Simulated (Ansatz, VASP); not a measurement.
# One calculation of Ge2N, two programs

```
Ge N
1.0
     4.18216    0.00000    0.00000
    -2.09108    3.62186    0.00000
     0.00000    0.00000    3.05753
Ge N
2 1
Direct
  0.33333 0.66667 0.50000
  0.66667 0.33333 0.50000
  0.00000 0.00000 0.00000
```

Alike in both runs: functional PBE; k mesh 6 × 6 × 4; occupations gaussian, width 0.1 eV; no spin polarisation.

Ansatz relaxed the structure, and its values are those at the end. VASP's run is a single point on that final structure, the one shown.

|  | VASP | Ansatz |
| --- | --- | --- |
| version | VASP 6.6.1 | Ansatz 0.2.0 |
| potentials or method | VASP PAW PBE potentials, release 64 (Ge_d, N) | scalar-relativistic, plane waves, PAW |
| plane-wave cutoff (eV) | 520 | 420 |
| valence electrons in the cell | 33 | 33 |

|  | VASP | Ansatz | Ansatz less VASP |
| --- | --- | --- | --- |
| gap on the k mesh at the Fermi level (eV) | none | none | - |
| pressure (GPa) | 0.0 | 0.1 | +0.11 |

A gap of «none» marks a metal or a gap that the smearing closes. The functional is the same, so the differences come from potentials, cutoffs and numerics.

Caveats: the k mesh is coarse (spacing up to 0.51 Å⁻¹), so the values aren't converged.
